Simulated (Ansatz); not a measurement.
Equation of state of CoO from a dense series

```yaml
crystal:
  lattice:
    - [-1.50800, 1.50800, 2.10725]
    - [1.50800, -1.50800, 2.10725]
    - [1.50800, 1.50800, -2.10725]
  atoms:
    - { symbol: Co, position: [0.00000, 0.00000, 0.00000] }
    - { symbol: O, position: [0.50000, 0.50000, 0.00000] }
```

Atom numbers follow the list: Co1, O2.

The cell is COD entry 1528838, as deposited and not checked against the literature; nothing was relaxed.

Semilocal functionals without U often leave such compounds metallic or with too small a gap, and the real magnetic order may differ.

The magnetic state is the one reached from the start moments; no search over orders was made, so it needn't be the ground state.

Theory: Ansatz 0.2.0, DFT, PBE, all-electron LAPW, scalar-relativistic.

Numerical set-up: a Γ-centred 13×13×15 k mesh, Fermi–Dirac smearing of 0.03 eV, basis error target 1 meV/atom, spin-polarised from start moments Co1 2 μB; this mesh doesn't keep the crystal's whole symmetry, which leaves small spurious terms.

The cell is scaled evenly. Fractional coordinates are held (clamped ions).

```tsv
V (Å³/atom)	P (GPa)
9.201	7.09
9.344	4.44
9.392	3.53
9.488	1.72
9.584	-0.03
9.680	-1.72
9.776	-3.34
9.824	-4.13
9.967	-6.41
10.159	-9.26
```

Task: Fit a third-order Birch–Murnaghan curve to the pressures.

Result: P = (3B0/2)(y^(7/2) − y^(5/2))[1 + (3/4)(B0′ − 4)(y − 1)] with y = (V0/V)^(2/3) fits within 0.08 GPa for V0 = 9.583 Å³/atom, B0 = 169.3 GPa and B0′ = 2.01.

Task: Predict the pressure at the withheld volume, 10.063 Å³/atom.

Result: There y = 0.9679, so the fit gives -7.87 GPa; the run gave -7.86 GPa.
